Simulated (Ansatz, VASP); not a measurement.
## Two plane-wave programs on ZrC

```xyz
2
Lattice="0.0000 2.4020 2.1583 2.4020 0.0000 2.1583 2.4020 2.4020 0.0000" Properties=species:S:1:pos:R:3 pbc="T T T"
Zr    2.4254    2.4020    2.1583
C    -0.1780    0.0000    0.0000
```

Change from the starting cell: mode 4 frozen in at -0.172 Å, strain +e along z and -e/2 along x and y -0.0700.

Alike in both runs: task single point; functional LDA; k mesh 16 × 16 × 16; occupations gaussian, width 0.15 eV; no spin polarisation.

|  | VASP | Ansatz |
| --- | --- | --- |
| version | VASP 6.6.1 | Ansatz 0.2.0 |
| potentials or method | VASP PAW LDA potentials, release 64 (Zr_sv, C) | scalar-relativistic, plane waves, PAW |
| plane-wave cutoff (eV) | 520 | 520 |
| valence electrons in the cell | 16 | 16 |

VASP gave:

```
gap on the k mesh at the Fermi level (eV)       : none
pressure (GPa)                                  : 9.0
largest component of the traceless stress (GPa) : 30.35
rms of the force components (eV/Å)              : 0.547
```

Q: Estimate Ansatz's values.

A: gap on the k mesh at the Fermi level (eV): none; pressure (GPa): 8.4; largest component of the traceless stress (GPa): 30.14; rms of the force components (eV/Å): 0.540.

Atom by atom the forces differ by 0.007 eV/Å (rms over components). A gap of «none» marks a metal or a gap that the smearing closes.
